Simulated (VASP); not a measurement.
# Si (C2/m) in VASP: settings compared

One crystal, Si, is run at these levels: PBE, r2SCAN; tasks: single point.

Everything below comes from runs of VASP 6.6.1. Logs are shortened: lines on timing, memory, paths and dates and some standing lists are left out, and cuts for length are marked.

## 1. The cell of the first run

The structure is monoclinic, space group C2/m (No. 12). Conventional cell: a = 4.148 Å, b = 3.268 Å, c = 2.655 Å, α = 90.00°, β = 128.65°, γ = 90.00°. Si (site symmetry 2/m) has 10 Si at 2.64 to 2.67 Å as nearest neighbours.

This isn't the form of Si at room conditions, which is diamond.

## 2. Single point, PBE (strained and moved within a subgroup)

INCAR reads:

```
ALGO = Fast ; EDIFF = 1E-6
ENCUT = 520 ; GGA = PE
ISIF = 2 ; ISMEAR = 0
LASPH = True ; LCHARG = False
LREAL = False ; LWAVE = False
NBANDS = 8 ; NELM = 100
PREC = Accurate ; SIGMA = 0.1
```

KPOINTS reads:

```
k-points
0
Gamma
  18 18 18
```

POSCAR reads:

```
Si
1.0
   -1.6340896248      1.6332038400      1.3437419838
    1.6340896248     -1.6067972430      1.3112036852
    1.6340896248      1.6067972430     -1.3112036852
Si
1
Direct
    0.0000000000      0.0000000000      0.0000000000
```

Potentials or basis: VASP PAW PBE potentials, release 64 (Si).

Started as:

```sh
$ cat potpaw_PBE.64/Si/POTCAR > POTCAR
$ mpirun -np 1 vasp_std > vasp.out
```

OUTCAR:

```text
EDIFF = 1E-6
   ENCUT = 520
   GGA = PE
   ISIF = 2
   ISMEAR = 0
   LASPH = True
   LREAL = False
   NELM = 100
   PREC = Accurate

 ion  position               nearest neighbor table
   1  0.000  0.000  0.000-

  LATTYP: Found a base centered monoclinic cell.
 ALAT       =     4.1477957926
 B/A-ratio  =     0.7879315697
 C/A-ratio  =     0.6401175760
 COS(beta)  =    -0.6245042795

  Lattice vectors:

 A1 = (   1.6340896248,   1.6067972430,  -1.3112036852)
 A2 = (  -1.6340896248,   1.6067972430,  -1.3112036852)
 A3 = (   0.0000000000,   0.0264065970,   2.6549456690)

Analysis of symmetry for initial positions (statically):
=====================================================================
 Subroutine PRICEL returns:
 Original cell was already a primitive cell.

 Routine SETGRP: Setting up the symmetry group for a
 base centered monoclinic supercell.

 Subroutine GETGRP returns: Found  4 space group operations
 (whereof  4 operations were pure point group operations)
 out of a pool of  4 trial point group operations.

The static configuration has the point symmetry C_2h.

Analysis of symmetry for dynamics (positions and initial velocities):
=====================================================================
 Subroutine PRICEL returns:
 Original cell was already a primitive cell.

 Routine SETGRP: Setting up the symmetry group for a
 base centered monoclinic supercell.

 Subroutine GETGRP returns: Found  4 space group operations
 (whereof  4 operations were pure point group operations)
 out of a pool of  4 trial point group operations.

The dynamic configuration has the point symmetry C_2h.

 Subroutine INISYM returns: Found  4 space group operations
 (whereof  4 operations are pure point group operations),
 and found     1 'primitive' translations

----------------------------------------------------------------------------------------

                                     Primitive cell

  volume of cell :      14.0551

  direct lattice vectors                    reciprocal lattice vectors
    -1.634089625  1.633203840  1.343741984     0.000000000  0.304889695  0.373623051
     1.634089625 -1.606797243  1.311203685     0.305980769 -0.003783009  0.376693169
     1.634089625  1.606797243 -1.311203685     0.305980769  0.308672704 -0.003070118

  length of vectors
     2.672685205  2.640322213  2.640322213     0.482236363  0.485320807  0.434640650

  position of ions in fractional coordinates (direct lattice)
     0.000000000  0.000000000  0.000000000

  ion indices of the primitive-cell ions
   primitive index   ion index
                 1           1

----------------------------------------------------------------------------------------

 KPOINTS: k-points

Automatic generation of k-mesh.
 Grid dimensions read from file:
 generate k-points for:   18   18   18

 Generating k-lattice:

  Cartesian coordinates                     Fractional coordinates (reciprocal lattice)
     0.000000000  0.016938316  0.020756836     0.055555556  0.000000000 -0.000000000
     0.016998932 -0.000210167  0.020927398     0.000000000  0.055555556  0.000000000
     0.016998932  0.017148484 -0.000170562    -0.000000000  0.000000000  0.055555556

  Length of vectors
     0.026790909  0.026962267  0.024146703

  Shift w.r.t. Gamma in fractional coordinates (k-lattice)
     0.000000000  0.000000000  0.000000000

 Subroutine IBZKPT returns following result:
 ===========================================

 Found   1550 irreducible k-points:

 Following reciprocal coordinates:
            Coordinates               Weight
  0.000000  0.000000  0.000000      1.000000
  0.055556  0.000000  0.000000      2.000000
  0.111111  0.000000  0.000000      2.000000
  0.166667 -0.000000  0.000000      2.000000
  0.222222  0.000000  0.000000      2.000000
  0.277778  0.000000 -0.000000      2.000000
[... 16 lines left out ...]
 -0.333333  0.055556  0.000000      4.000000
 -0.277778  0.055556  0.000000      4.000000
 [... further k-points ...]
   k-points           NKPTS =   1550   k-points in BZ     NKDIM =   1550   number of bands    NBANDS=      8
   number of dos      NEDOS =    301   number of ions     NIONS =      1
   total plane-waves  NPLWV =   8000
   dimension x,y,z NGX =    20 NGY =   20 NGZ =   20
   dimension x,y,z NGXF=    40 NGYF=   40 NGZF=   40
   ions per type =               1
   NGX,Y,Z   is equivalent  to a cutoff of  12.44, 12.59, 12.59 a.u.
   NGXF,Y,Z  is equivalent  to a cutoff of  24.88, 25.19, 25.19 a.u.
 SYSTEM =  unknown system
   PREC   = accura    normal or accurate (medium, high low for compatibility)
   ISTART =      0    job   : 0-new  1-cont  2-samecut
   ICHARG =      2    charge: 1-file 2-atom 10-const
   ISPIN  =      1    spin polarized calculation?
   LNONCOLLINEAR =      F non collinear calculations
   LSORBIT =      F    spin-orbit coupling
   LASPH  =      T    aspherical Exc in radial PAW
   ENCUT  =  520.0 eV  38.22 Ry    6.18 a.u.   4.97  4.91  4.91*2*pi/ulx,y,z
   NELM   =    100;   NELMIN=  2; NELMDL= -5     # of ELM steps
   EDIFF  = 0.1E-05   stopping-criterion for ELM
   LREAL  =      F    real-space projection
   EDIFFG = 0.1E-04   stopping-criterion for IOM
   NSW    =      0    number of steps for IOM
   IBRION =     -1    ionic relax: 0-MD 1-quasi-New 2-CG
   NFREE  =      0    steps in history (QN), initial steepest desc. (CG)
   ISIF   =      2    stress and relaxation
   ISYM   =      2    0-nonsym 1-usesym 2-fastsym
   POTIM  = 0.5000    time-step for ionic-motion
   TEBEG  =    0.0;   TEEND  =   0.0 temperature during run
   PSTRESS=    0.0 pullay stress
   NELECT =       4.0000    total number of electrons
   NUPDOWN=      -1.0000    fix difference up-down
   EMIN   =  10.00;   EMAX   =-10.00  energy-range for DOS
   EFERMI =   0.00;   METHOD = LEGACY
   ISMEAR =     0;   SIGMA  =   0.10  broadening in eV -4-tet -1-fermi 0-gaus
   EFERMI_NEDOS =   21; number of points for ismear=-14 and -15
   IALGO  =     68    algorithm
   IMIX   =      4    mixing-type and parameters
     AMIX     =   0.40;   BMIX     =  1.00
     AMIX_MAG =   1.60;   BMIX_MAG =  1.00
  volume/ion in A,a.u.               =      14.06        94.85
  Fermi-wavevector in a.u.,A,eV,Ry     =   1.076838  2.034929 15.777047  1.159580
  Thomas-Fermi vector in A             =   2.212733
   LORBIT       =      0    0 simple, 1 ext, 2 COOP (PROOUT), +10 PAW based schemes
   GGA     = PE    functional components
   LHFCALC =     F    Hartree Fock is set to
   AEXX    =    0.0000 exact exchange contribution
   IVDW    =     0    specifies the selected vdW correction
   LEPSILON=     F    determine dielectric tensor
   LRPA    =     F    only Hartree local field effects (RPA)
 non-spin polarized calculation
 RMM-DIIS sequential band-by-band and
 Gauss-broadening in eV      SIGMA  =   0.10
  energy-cutoff  :      520.00
  volume of cell :       14.06
 maximum number of plane-waves:       393
   NGX =  9   NGY =  9   NGZ =  9

 number of electron       4.0000000 magnetization

 Free energy of the ion-electron system (eV)
  ---------------------------------------------------
  ext. energy  EPLUGINS =         0.00000000
  ---------------------------------------------------
  free energy    TOTEN  =        -4.93592675 eV

  energy without entropy =       -4.93377522  energy(sigma->0) =       -4.93485098

 E-fermi :  10.4750     XC(G=0): -11.3022

 val. band max:       10.4720951486   @ k =  -0.0556  -0.3333   0.3333
 cond. band min:      10.4775884775   @ k =   0.3333   0.5000   0.4444
 fundamental gap:      0.0054933289
 Fermi energy:        10.4750065568

 k-point     1 :       0.0000    0.0000    0.0000
  band No.  band energies     occupation
      1      -4.1872      2.00000
      2      20.1404      0.00000
      3      20.6692      0.00000
      4      20.7076      0.00000
      5      23.5553      0.00000
      6      24.2563      0.00000
      7      25.5639      0.00000
      8      25.7147      0.00000

 k-point     2 :       0.0556    0.0000    0.0000
  band No.  band energies     occupation
      1      -4.0828      2.00000
      2      19.2053      0.00000
      3      20.3665      0.00000
      4      21.6721      0.00000
      5      22.4389      0.00000
      6      24.8890      0.00000
      7      25.0856      0.00000
      8      25.5196      0.00000

 k-point     3 :       0.1111    0.0000    0.0000
  band No.  band energies     occupation
      1      -3.7701      2.00000
      2      18.1766      0.00000
      3      19.6816      0.00000
      4      20.3227      0.00000
      5      22.2394      0.00000
      6      24.7955      0.00000
      7      24.8057      0.00000
      8      26.1083      0.00000

 k-point     4 :       0.1667   -0.0000    0.0000
  band No.  band energies     occupation
      1      -3.2499      2.00000
      2      17.3056      0.00000
      3      17.7292      0.00000
      4      19.0760      0.00000
      5      21.4318      0.00000
      6      23.8834      0.00000
      7      25.9875      0.00000
      8      27.5301      0.00000

 k-point     5 :       0.2222    0.0000    0.0000
  band No.  band energies     occupation
      1      -2.5238      2.00000
      2      15.1782      0.00000
      3      16.6079      0.00000
      4      18.4454      0.00000
      5      20.2699      0.00000
      6      22.8742      0.00000
      7      27.8006      0.00000
      8      28.4307      0.00000

 k-point     6 :       0.2778    0.0000   -0.0000
  band No.  band energies     occupation
      1      -1.5940      2.00000
      2      12.6801      0.00000
      3      16.0859      0.00000
      4      17.9438      0.00000
      5      19.1739      0.00000
      6      21.9243      0.00000
      7      28.5365      0.00000
      8      29.8533      0.00000

 k-point     7 :       0.3333    0.0000    0.0000
  band No.  band energies     occupation
      1      -0.4633      2.00000
      2      10.2994      1.98699
      3      15.7354      0.00000
      4      17.5738      0.00000
      5      18.2360      0.00000
      6      21.1127      0.00000
      7      28.8096      0.00000
      8      32.0402      0.00000
[... 133 lines left out ...]
 k-point    20 :       0.5000    0.0556    0.0000
  band No.  band energies     occupation
      1       3.1062      2.00000
      2       5.2913      2.00000
      3      14.3991      0.00000
      4      16.3234      0.00000
      5      18.2026      0.00000
      6      20.7987      0.00000
      7      29.6062      0.00000
      8      33.1765      0.00000

 k-point    21 :      -0.4444    0.0556    0.0000
  band No.  band energies     occupation
      1       1.5129      2.00000
      2       7.2881      2.00000
      3      14.2775      0.00000
      4      16.6849      0.00000
      5      18.3189      0.00000
      6      21.2452      0.00000
      7      30.0718      0.00000
      8      33.0534      0.00000

 k-point    22 :      -0.3889    0.0556   -0.0000
  band No.  band energies     occupation
      1       0.1082      2.00000
      2       9.4573      2.00000
      3      14.3381      0.00000
      4      17.1061      0.00000
      5      18.7164      0.00000
      6      21.8814      0.00000
      7      30.1208      0.00000
      8      32.5281      0.00000

 k-point    23 :      -0.3333    0.0556    0.0000
  band No.  band energies     occupation
      1      -1.1010      2.00000
      2      11.7826      0.00000
      3      14.5831      0.00000
      4      17.5690      0.00000
      5      19.4122      0.00000
      6      22.6772      0.00000
      7      29.9556      0.00000
      8      30.5967      0.00000

 k-point    24 :      -0.2778    0.0556    0.0000
  band No.  band energies     occupation
      1      -2.1108      2.00000
      2      14.2390      0.00000
      3      15.0137      0.00000
      4      18.1039      0.00000
      5      20.3607      0.00000
      6      23.5847      0.00000
      7      28.6713      0.00000
      8      29.7809      0.00000

 [... further k-points ...]

------------------------ aborting loop because EDIFF is reached ----------------------------------------

  FORCE on cell =-STRESS in cart. coord.  units (eV):
  Direction    XX          YY          ZZ          XY          YZ          ZX
  --------------------------------------------------------------------------------------
  -------------------------------------------------------------------------------------
  Total        0.2764093      0.3083983      0.1956133      0.0000000     -0.0506972      0.0000000
  in kB       31.5086608     35.1551735     22.2985010      0.0000000     -5.7791197      0.0000000
  external PRESSURE =      29.6541118 kB  Pullay stress =       0.0000000 kB

 VOLUME and BASIS-vectors are now :
 -----------------------------------------------------------------------------
  energy-cutoff  :      520.00
  volume of cell :       14.06
      direct lattice vectors                 reciprocal lattice vectors
    -1.634089625  1.633203840  1.343741984     0.000000000  0.304889695  0.373623051
     1.634089625 -1.606797243  1.311203685     0.305980769 -0.003783009  0.376693169
     1.634089625  1.606797243 -1.311203685     0.305980769  0.308672704 -0.003070118

 POSITION                                       TOTAL-FORCE (eV/Angst)
 -----------------------------------------------------------------------------------
      0.00000      0.00000      0.00000         0.000000      0.000000      0.000000
 -----------------------------------------------------------------------------------
    total drift:                                0.000000     -0.000000      0.000000

  FREE ENERGIE OF THE ION-ELECTRON SYSTEM (eV)
  ---------------------------------------------------
  free  energy   TOTEN  =        -4.9359267459 eV

  energy  without entropy=       -4.9337752199  energy(sigma->0) =       -4.93485098
```

Run time: 67 s. Hardware: 1 thread of AMD EPYC 9R45 (Zen 5), shared host; peak memory 0.22 GiB.

What came out:

```yaml
Free_energy: -4.9359 eV
Pressure: 3.0 GPa
Band_gap_on_the_k_mesh: none (metal or under the smearing width)
```

Stress tensor (GPa, compression positive):
```
 3.15  0.00  0.00
 0.00  3.52 -0.58
 0.00 -0.58  2.23
```

Levels at points of the mesh, in eV from the Fermi level:
| k point | band 1 | band 2 | band 3 | band 4 | band 5 |
| --- | --- | --- | --- | --- | --- |
| (0.00, 0.00, 0.00) | -14.66 | 9.67 | 10.19 | 10.23 | 13.08 |
| (0.50, 0.00, 0.00) | -6.49 | -6.26 | 4.99 | 6.35 | 6.68 |
| (0.00, 0.50, 0.00) | -6.43 | -6.11 | 4.85 | 6.42 | 6.80 |
| (0.50, 0.50, 0.00) | -8.46 | -7.33 | 8.92 | 11.24 | 11.71 |
| (0.00, 0.50, 0.50) | -6.29 | -5.80 | 4.55 | 6.22 | 6.42 |
| (0.50, 0.50, 0.50) | -2.43 | -2.22 | -1.37 | 1.25 | 4.07 |

## 3. Single point, r2SCAN (functional r2SCAN, strained and moved within the space group)

POSCAR reads:

```
Si
1.0
   -1.6245721725      1.6245721725      1.3184285750
    1.6245721725     -1.6245721725      1.3184285750
    1.6245721725      1.6245721725     -1.3184285750
Si
1
Direct
    0.0000000000      0.0000000000      0.0000000000
```

INCAR.step1 reads:

```
SYSTEM = Si
ALGO = Normal
EDIFF = 1E-4
ENCUT = 520
GGA = PE
ISMEAR = 0
LASPH = .TRUE.
LCHARG = .FALSE.
LREAL = .FALSE.
LWAVE = .TRUE.
NBANDS = 8
NELM = 100
PREC = Accurate
SIGMA = 0.1
```

INCAR.step2 reads:

```
SYSTEM = Si
ALGO = Normal
EDIFF = 1E-6
ENCUT = 520
ISIF = 2
ISMEAR = 0
ISTART = 1
LASPH = .TRUE.
LCHARG = .FALSE.
LMIXTAU = .TRUE.
LREAL = .FALSE.
LWAVE = .FALSE.
METAGGA = R2SCAN
NBANDS = 8
NELM = 100
PREC = Accurate
SIGMA = 0.1
```

KPOINTS reads:

```
k-points
0
G
  20 20 20
  0 0 0
```

Potentials or basis: VASP PAW PBE potentials, release 64 (Si).

Started as:

```sh
$ cat potpaw_PBE.64/Si/POTCAR > POTCAR
$ cp INCAR.step1 INCAR
$ mpirun -np 1 vasp_std > vasp.out
$ cp INCAR.step2 INCAR
$ mpirun -np 1 vasp_std > vasp.out
```

It took 1.7 min on 1 thread of AMD EPYC 9R45 (Zen 5), shared host; peak memory 0.14 GiB.

Results (log left out):

```
Free energy            : -8.0903 eV
Pressure               : 0.5 GPa
Band gap on the k mesh : none (metal or under the smearing width)
```

Stress tensor (GPa, compression positive):
```
 1.29  0.00  0.00
 0.00  1.29  0.00
 0.00  0.00 -1.11
```

Levels at points of the mesh, in eV from the Fermi level:
| k point | band 1 | band 2 | band 3 | band 4 | band 5 |
| --- | --- | --- | --- | --- | --- |
| (0.00, 0.00, 0.00) | -15.69 | 10.12 | 10.92 | 10.92 | 13.93 |
| (0.50, 0.00, 0.00) | -6.97 | -6.34 | 5.17 | 6.58 | 7.13 |
| (0.50, 0.50, 0.00) | -9.02 | -7.96 | 9.82 | 12.21 | 12.57 |
| (0.50, 0.50, 0.50) | -2.63 | -2.63 | -1.33 | 1.24 | 4.53 |

Caveat: the PAW data sets were made with another functional, which shifts forces and pressure a little.
